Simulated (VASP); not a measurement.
# Cl2 in VASP: notebook

Aim: see how the results for Cl2 move with the level of theory and the settings. Levels: r2SCAN, r2SCAN+rVV10. Tasks: relaxation of the atoms.

All numbers are computed with VASP 6.6.1; they aren't measurements. Logs are shortened: lines on timing, memory, paths and dates and some standing lists are left out, and cuts for length are marked.

### 1 Starting point

The cell holds a molecule in a box, 2 atoms: a = 10.000 Å, b = 10.500 Å, c = 11.000 Å, α = 90.00°, β = 90.00°, γ = 90.00°.

### 2 Relaxation of the atoms, r2SCAN

The input, INCAR:

```
ALGO     = Normal         # electronic algorithm
EDIFF    = 1E-7           # SCF threshold, eV
EDIFFG   = -0.005         # ionic threshold
ENCUT    = 520            # plane-wave cutoff, eV
IBRION   = 2              # ionic algorithm
ISIF     = 2              # what is computed and relaxed
ISMEAR   = 0              # smearing method
ISYM     = 0            
LASPH    = True           # aspherical terms in the spheres
LCHARG   = False          # write CHGCAR
LMIXTAU  = True         
LREAL    = False          # projectors in reciprocal space
LWAVE    = False          # write WAVECAR
METAGGA  = R2SCAN         # meta-GGA
NELM     = 60             # most SCF steps
NSW      = 90             # ionic steps
PREC     = Accurate       # precision mode
SIGMA    = 0.02           # smearing width, eV
```

The input, KPOINTS:

```
k-points
0
Gamma
  1 1 1
```

The input, POSCAR:

```
Cl
1.0
   10.0000000000      0.0000000000      0.0000000000
    0.0000000000     10.5000000000      0.0000000000
    0.0000000000      0.0000000000     11.0000000000
Cl
2
Direct
    0.5000000000      0.5000000000      0.4095454500
    0.5000000000      0.5000000000      0.5904545500
```

Potentials or basis: VASP PAW PBE potentials, release 64 (Cl).

On the command line:

```console
$ cat potpaw_PBE.64/Cl/POTCAR > POTCAR
$ mpirun -np 1 vasp_std > vasp.out
```

OUTCAR:

```text
EDIFF = 1E-7
   EDIFFG = -0.005
   ENCUT = 520
   IBRION = 2
   ISIF = 2
   ISMEAR = 0
   ISYM = 0
   LASPH = True
   LREAL = False
   METAGGA = R2SCAN
   NELM = 60
   NSW = 90
   PREC = Accurate

 ion  position               nearest neighbor table
   1  0.500  0.500  0.410-   2 1.99
   2  0.500  0.500  0.590-   1 1.99

IMPORTANT INFORMATION: All symmetrisations will be switched off!
NOSYMM: (Re-)initialisation of all symmetry stuff for point group C_1.

----------------------------------------------------------------------------------------

                                     Primitive cell

  volume of cell :    1155.0000

  direct lattice vectors                    reciprocal lattice vectors
    10.000000000  0.000000000  0.000000000     0.100000000  0.000000000  0.000000000
     0.000000000 10.500000000  0.000000000     0.000000000  0.095238095  0.000000000
     0.000000000  0.000000000 11.000000000     0.000000000  0.000000000  0.090909091

  length of vectors
    10.000000000 10.500000000 11.000000000     0.100000000  0.095238095  0.090909091

  position of ions in fractional coordinates (direct lattice)
     0.500000000  0.500000000  0.409545450
     0.500000000  0.500000000  0.590454550

  ion indices of the primitive-cell ions
   primitive index   ion index
                 1           1
                 2           2

----------------------------------------------------------------------------------------

 KPOINTS: k-points

Automatic generation of k-mesh.
 Grid dimensions read from file:
 generate k-points for:    1    1    1

 Generating k-lattice:

  Cartesian coordinates                     Fractional coordinates (reciprocal lattice)
     0.100000000  0.000000000  0.000000000     1.000000000  0.000000000  0.000000000
     0.000000000  0.095238095  0.000000000     0.000000000  1.000000000  0.000000000
     0.000000000  0.000000000  0.090909091     0.000000000  0.000000000  1.000000000

  Length of vectors
     0.100000000  0.095238095  0.090909091

  Shift w.r.t. Gamma in fractional coordinates (k-lattice)
     0.000000000  0.000000000  0.000000000

 Subroutine IBZKPT returns following result:
 ===========================================

 Found      1 irreducible k-points:

 Following reciprocal coordinates:
            Coordinates               Weight
  0.000000  0.000000  0.000000      1.000000
   k-points           NKPTS =      1   k-points in BZ     NKDIM =      1   number of bands    NBANDS=     11
   number of dos      NEDOS =    301   number of ions     NIONS =      2
   total plane-waves  NPLWV = 537600
   dimension x,y,z NGX =    80 NGY =   80 NGZ =   84
   dimension x,y,z NGXF=   160 NGYF=  160 NGZF=  168
   ions per type =               2
   NGX,Y,Z   is equivalent  to a cutoff of  13.30, 12.67, 12.70 a.u.
   NGXF,Y,Z  is equivalent  to a cutoff of  26.60, 25.33, 25.39 a.u.
 SYSTEM =  unknown system
   PREC   = accura    normal or accurate (medium, high low for compatibility)
   ISTART =      0    job   : 0-new  1-cont  2-samecut
   ICHARG =      2    charge: 1-file 2-atom 10-const
   ISPIN  =      1    spin polarized calculation?
   LNONCOLLINEAR =      F non collinear calculations
   LSORBIT =      F    spin-orbit coupling
   LASPH  =      T    aspherical Exc in radial PAW
   ENCUT  =  520.0 eV  38.22 Ry    6.18 a.u.  18.59 19.52 20.45*2*pi/ulx,y,z
   NELM   =     60;   NELMIN=  2; NELMDL= -5     # of ELM steps
   EDIFF  = 0.1E-06   stopping-criterion for ELM
   LREAL  =      F    real-space projection
   EDIFFG = -.5E-02   stopping-criterion for IOM
   NSW    =     90    number of steps for IOM
   IBRION =      2    ionic relax: 0-MD 1-quasi-New 2-CG
   NFREE  =      1    steps in history (QN), initial steepest desc. (CG)
   ISIF   =      2    stress and relaxation
   ISYM   =      0    0-nonsym 1-usesym 2-fastsym
   POTIM  = 0.5000    time-step for ionic-motion
   TEBEG  =    0.0;   TEEND  =   0.0 temperature during run
   PSTRESS=    0.0 pullay stress
   NELECT =      14.0000    total number of electrons
   NUPDOWN=      -1.0000    fix difference up-down
   EMIN   =  10.00;   EMAX   =-10.00  energy-range for DOS
   EFERMI =   0.00;   METHOD = LEGACY
   ISMEAR =     0;   SIGMA  =   0.02  broadening in eV -4-tet -1-fermi 0-gaus
   EFERMI_NEDOS =   21; number of points for ismear=-14 and -15
   IALGO  =     38    algorithm
   IMIX   =      4    mixing-type and parameters
     AMIX     =   0.40;   BMIX     =  1.00
     AMIX_MAG =   1.60;   BMIX_MAG =  1.00
  volume/ion in A,a.u.               =     577.50      3897.16
  Fermi-wavevector in a.u.,A,eV,Ry     =   0.376060  0.710650  1.924149  0.141421
  Thomas-Fermi vector in A             =   1.307622
   LORBIT       =      0    0 simple, 1 ext, 2 COOP (PROOUT), +10 PAW based schemes
   METAGGA = R2SCAN    functional components
   LHFCALC =     F    Hartree Fock is set to
   AEXX    =    0.0000 exact exchange contribution
   IVDW    =     0    specifies the selected vdW correction
   LEPSILON=     F    determine dielectric tensor
   LRPA    =     F    only Hartree local field effects (RPA)
 conjugate gradient relaxation of ions
 non-spin polarized calculation
 Gauss-broadening in eV      SIGMA  =   0.02
  energy-cutoff  :      520.00
  volume of cell :     1155.00
 maximum number of plane-waves:     31095
 NGX is ok and might be reduce to    80
   NGX = 37   NGY = 39   NGZ = 41

--------------------------------------- Ionic step        1  -------------------------------------------

 number of electron      13.9999997 magnetization

 Free energy of the ion-electron system (eV)
  ---------------------------------------------------
  ext. energy  EPLUGINS =         0.00000000
  ---------------------------------------------------
  free energy    TOTEN  =       -12.09054827 eV

  energy without entropy =      -12.09054827  energy(sigma->0) =      -12.09054827

------------------------ aborting loop because EDIFF is reached ----------------------------------------

  FORCE on cell =-STRESS in cart. coord.  units (eV):
  Direction    XX          YY          ZZ          XY          YZ          ZX
  --------------------------------------------------------------------------------------
  -------------------------------------------------------------------------------------
  Total       -0.0278799     -0.0282188     -0.4157533      0.0000000     -0.0000000      0.0000001
  in kB       -0.0386741     -0.0391442     -0.5767191      0.0000001     -0.0000000      0.0000001
  external PRESSURE =      -0.2181791 kB  Pullay stress =       0.0000000 kB

 VOLUME and BASIS-vectors are now :
 -----------------------------------------------------------------------------
  energy-cutoff  :      520.00
  volume of cell :     1155.00
      direct lattice vectors                 reciprocal lattice vectors
    10.000000000  0.000000000  0.000000000     0.100000000  0.000000000  0.000000000
     0.000000000 10.500000000  0.000000000     0.000000000  0.095238095  0.000000000
     0.000000000  0.000000000 11.000000000     0.000000000  0.000000000  0.090909091

 POSITION                                       TOTAL-FORCE (eV/Angst)
 -----------------------------------------------------------------------------------
      5.00000      5.25000      4.50500        -0.000000      0.000000      0.195562
      5.00000      5.25000      6.49500         0.000000     -0.000000     -0.195562
 -----------------------------------------------------------------------------------
    total drift:                               -0.000000     -0.000000      0.000000

  FREE ENERGIE OF THE ION-ELECTRON SYSTEM (eV)
  ---------------------------------------------------
  free  energy   TOTEN  =       -12.0905482690 eV

  energy  without entropy=      -12.0905482690  energy(sigma->0) =      -12.09054827

--------------------------------------- Ionic step        2  -------------------------------------------

 number of electron      13.9999995 magnetization

------------------------ aborting loop because EDIFF is reached ----------------------------------------

  FORCE on cell =-STRESS in cart. coord.  units (eV):
  Direction    XX          YY          ZZ          XY          YZ          ZX
  --------------------------------------------------------------------------------------
  -------------------------------------------------------------------------------------
  Total       -0.0292704     -0.0296377      0.3333367      0.0000001     -0.0000000     -0.0000001
  in kB       -0.0406030     -0.0411125      0.4623935      0.0000001     -0.0000000     -0.0000001
  external PRESSURE =       0.1268927 kB  Pullay stress =       0.0000000 kB

 VOLUME and BASIS-vectors are now :
 -----------------------------------------------------------------------------
  energy-cutoff  :      520.00
  volume of cell :     1155.00
      direct lattice vectors                 reciprocal lattice vectors
    10.000000000  0.000000000  0.000000000     0.100000000  0.000000000  0.000000000
     0.000000000 10.500000000  0.000000000     0.000000000  0.095238095  0.000000000
     0.000000000  0.000000000 11.000000000     0.000000000  0.000000000  0.090909091

 POSITION                                       TOTAL-FORCE (eV/Angst)
 -----------------------------------------------------------------------------------
      5.00000      5.25000      4.51443         0.000000     -0.000000     -0.183040
      5.00000      5.25000      6.48557        -0.000000      0.000000      0.183040
 -----------------------------------------------------------------------------------
    total drift:                                0.000000      0.000000     -0.000001

  FREE ENERGIE OF THE ION-ELECTRON SYSTEM (eV)
  ---------------------------------------------------
  free  energy   TOTEN  =       -12.0907554656 eV

  energy  without entropy=      -12.0907554656  energy(sigma->0) =      -12.09075547

--------------------------------------- Ionic step        3  -------------------------------------------

 number of electron      13.9999996 magnetization

 Free energy of the ion-electron system (eV)
  ---------------------------------------------------
  ext. energy  EPLUGINS =         0.00000000
  ---------------------------------------------------
  free energy    TOTEN  =       -12.09156150 eV

  energy without entropy =      -12.09156150  energy(sigma->0) =      -12.09156150

 E-fermi :  -7.0828     XC(G=0):  -0.5861

 val. band max:       -7.2583228968   @ k =   0.0000   0.0000   0.0000
 cond. band min:      -3.7034181559   @ k =   0.0000   0.0000   0.0000
 fundamental gap:      3.5549047409
 Fermi energy:        -7.0828460036

 k-point     1 :       0.0000    0.0000    0.0000
  band No.  band energies     occupation
      1     -24.3317      2.00000
      2     -19.7558      2.00000
      3     -12.1214      2.00000
      4     -10.1072      2.00000
      5     -10.1071      2.00000
      6      -7.2584      2.00000
      7      -7.2583      2.00000
      8      -3.7034      0.00000
      9       0.1306      0.00000
     10       1.2520      0.00000
     11       1.4465      0.00000

------------------------ aborting loop because EDIFF is reached ----------------------------------------

  FORCE on cell =-STRESS in cart. coord.  units (eV):
  Direction    XX          YY          ZZ          XY          YZ          ZX
  --------------------------------------------------------------------------------------
  -------------------------------------------------------------------------------------
  Total       -0.0295272     -0.0299281     -0.0220340     -0.0000001      0.0000000     -0.0000000
  in kB       -0.0409591     -0.0415152     -0.0305648     -0.0000001      0.0000000     -0.0000001
  external PRESSURE =      -0.0376797 kB  Pullay stress =       0.0000000 kB

 VOLUME and BASIS-vectors are now :
 -----------------------------------------------------------------------------
  energy-cutoff  :      520.00
  volume of cell :     1155.00
      direct lattice vectors                 reciprocal lattice vectors
    10.000000000  0.000000000  0.000000000     0.100000000  0.000000000  0.000000000
     0.000000000 10.500000000  0.000000000     0.000000000  0.095238095  0.000000000
     0.000000000  0.000000000 11.000000000     0.000000000  0.000000000  0.090909091

 POSITION                                       TOTAL-FORCE (eV/Angst)
 -----------------------------------------------------------------------------------
      5.00000      5.25000      4.51005        -0.000000     -0.000000     -0.002724
      5.00000      5.25000      6.48995         0.000000      0.000000      0.002724
 -----------------------------------------------------------------------------------
    total drift:                                0.000001      0.000000      0.000000

  FREE ENERGIE OF THE ION-ELECTRON SYSTEM (eV)
  ---------------------------------------------------
  free  energy   TOTEN  =       -12.0915615013 eV

  energy  without entropy=      -12.0915615013  energy(sigma->0) =      -12.09156150

 reached required accuracy - stopping structural energy minimisation
```

It took 5.5 min on 1 thread of Intel Xeon 6975P-C (Granite Rapids), shared host; peak memory 1.2 GiB.

Results:

| Quantity | Value |
| --- | --- |
| Free energy | -12.0916 eV |
| Energy gained by relaxing | 0.5 meV/atom |
| Ionic steps | 3 |
| Gap between the frontier levels | 3.55 eV |

Forces in eV/Å, atoms in the order of the input:
```
Cl   0.000  0.000 -0.003
Cl   0.000  0.000  0.003
```

The path:
```
step  energy change (eV)  largest force (eV/Å)  pressure (GPa)
   1              0.0000                0.1956           -0.02
   2             -0.0002                0.1830            0.01
   3             -0.0010                0.0027            0.00
```

Final structure:
```yaml
crystal:
  lattice:
    - [10.00000, 0.00000, 0.00000]
    - [0.00000, 10.50000, 0.00000]
    - [0.00000, 0.00000, 11.00000]
  atoms:
    - { symbol: Cl, position: [0.50000, 0.50000, 0.41000] }
    - { symbol: Cl, position: [0.50000, 0.50000, 0.59000] }
```

Caveat: the PAW data sets were made with another functional, which shifts forces and pressure a little.

### 3 Relaxation of the atoms, r2SCAN+rVV10

INCAR: that of step 2 with these lines changed.

```diff
@@ -1,2 +1,4 @@
 ALGO     = Normal         # electronic algorithm
+BPARAM   = 11.95        
+CPARAM   = 0.0093       
 EDIFF    = 1E-7           # SCF threshold, eV
@@ -8,2 +10,3 @@
 ISYM     = 0            
+IVDW_NL  = 2            
 LASPH    = True           # aspherical terms in the spheres
@@ -12,2 +15,3 @@
 LREAL    = False          # projectors in reciprocal space
+LUSE_VDW = True         
 LWAVE    = False          # write WAVECAR
```

KPOINTS is that of step 2.

POSCAR is that of step 2.

Potentials or basis: VASP PAW PBE potentials, release 64 (Cl).

On the command line:

```console
$ cat potpaw_PBE.64/Cl/POTCAR > POTCAR
$ mpirun -np 1 vasp_std > vasp.out
```

Run time: 44 min. Hardware: 1 thread of Intel Xeon 6975P-C (Granite Rapids), shared host; peak memory 2.9 GiB.

The run converged. Its results:

| Item | Value |
| --- | --- |
| Free energy | -11.4990 eV |
| Energy gained by relaxing | 0.5 meV/atom |
| Ionic steps | 3 |
| Gap between the frontier levels | 3.55 eV |

Step by step:
| step | energy change (eV) | largest force (eV/Å) | pressure (GPa) |
| --- | --- | --- | --- |
| 1 | 0.0000 | 0.2011 | -0.02 |
| 2 | -0.0002 | 0.1890 | 0.01 |
| 3 | -0.0010 | 0.0005 | 0.00 |

Final structure:
```
Cl
1.0
    10.00000    0.00000    0.00000
     0.00000   10.50000    0.00000
     0.00000    0.00000   11.00000
Cl
2
Direct
  0.50000 0.50000 0.41001
  0.50000 0.50000 0.58999
```

Levels at points of the mesh, in eV from the valence-band top:
```
           k point  band 4  band 5  band 6  band 7  band 8  band 9  band 10  band 11
(0.00, 0.00, 0.00)   -2.85   -2.85    0.00    0.00    3.55    7.39     8.51     8.70
```

Caveat: the PAW data sets were made with another functional, which shifts forces and pressure a little. r2SCAN opens gaps a little over a GGA but as a rule still falls short of measured ones.
